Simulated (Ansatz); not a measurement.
# Ge (diamond type): how the settings move a single-point run

Aim: see which settings change the result for Ge (diamond type), by how much, and at what cost.

Method: reference: DFT, PBE, PAW with Ansatz's default frozen-core files, scalar-relativistic, in Ansatz 0.2.0.

1 further run of the same task is left out (it didn't finish). Runs told in other sessions of the task aren't counted.

## 1. Starting point

Symmetry: R-3m, No. 166, trigonal system. The conventional cell has a = 4.065 Å, b = 4.065 Å, c = 9.957 Å, α = 90.00°, β = 90.00°, γ = 120.00°. Around Ge (site symmetry 3m) lie 1 Ge at 2.04 Å.

Coordinates:

```cif
data_structure
_symmetry_space_group_name_H-M 'P 1'
_symmetry_Int_Tables_number 1
_cell_length_a 4.0651
_cell_length_b 4.0651
_cell_length_c 4.0651
_cell_angle_alpha 60.000
_cell_angle_beta 60.000
_cell_angle_gamma 60.000
_cell_volume 47.50
loop_
_atom_site_label
_atom_site_type_symbol
_atom_site_fract_x
_atom_site_fract_y
_atom_site_fract_z
_atom_site_occupancy
Ge1 Ge 0.80750 0.89750 0.89750 1
Ge2 Ge 0.19250 0.10250 0.10250 1
```

## 2. The reference run

The input, input.yaml:

```yaml
crystal:
  lattice:
    - [0.0, 2.8744485395, 2.8744485395]
    - [2.8744485395, 0.0, 2.8744485395]
    - [2.8744485395, 2.8744485395, 0.0]
  atoms:
    - { symbol: Ge, position: [-0.1925, -0.1025, -0.1025] }
    - { symbol: Ge, position: [0.1925, 0.1025, 0.1025] }
kpoints:
  mp_grid: { grid: [9, 9, 9] }
scf:
  occupations: { method: fermi_dirac, width: 0.05 }
hamiltonian:
  xc: pbe
  pseudopotentials: { kind: paw }
output:
  forces: true
  stress: true
  eigenvalues: true
  populations: true
```

Command:

```console
> ansatz run input.yaml --threads 1 --pin off --max-ram 2048MiB --backend cpu --events-out ev --progress --plain --runs-dir out
```

## 3. Variant: symmetry.detect false

input.yaml, as its differences from that of step 2:

```diff
@@ -8,2 +8,3 @@
     - { symbol: Ge, position: [0.1925, 0.1025, 0.1025] }
+  symmetry: { detect: false }
 kpoints:
```

Before running it: what results should come out? Wanted: for each run, ending; energy change; pressure; gap; force.

As calculated:

| run | ending | energy change | pressure (GPa) | gap (eV) | force (eV/Å) | cycles | time |
| --- | --- | --- | --- | --- | --- | --- | --- |
| reference | converged | 0 | 10.0 | 0.00 | 8.12 | 7 | 5 s |
| 1: symmetry.detect false | converged | 0.0 meV/atom | 10.0 | 0.00 | 8.12 | 7 | 40 s |

Residual by cycle in the longest SCF loop of each run; runs are numbered as in the table. The quantity is the density residual dr2, in eV.

| cycle | reference | run 1 |
| --- | --- | --- |
| 1 | 0.0016 | 0.0016 |
| 2 | 4.0e-4 | 4.0e-4 |
| 3 | 5.5e-5 | 5.5e-5 |
| 4 | 9.5e-6 | 9.5e-6 |
| 5 | 1.8e-6 | 1.8e-6 |
| 6 | 2.1e-7 | 2.1e-7 |
| 7 | 1.3e-8 | 1.4e-8 |

**Reading.** Energy and cycle count are those of the reference, so the change (use of symmetry) left the result and the number of cycles as they were. Cost: 40 s against 5 s.
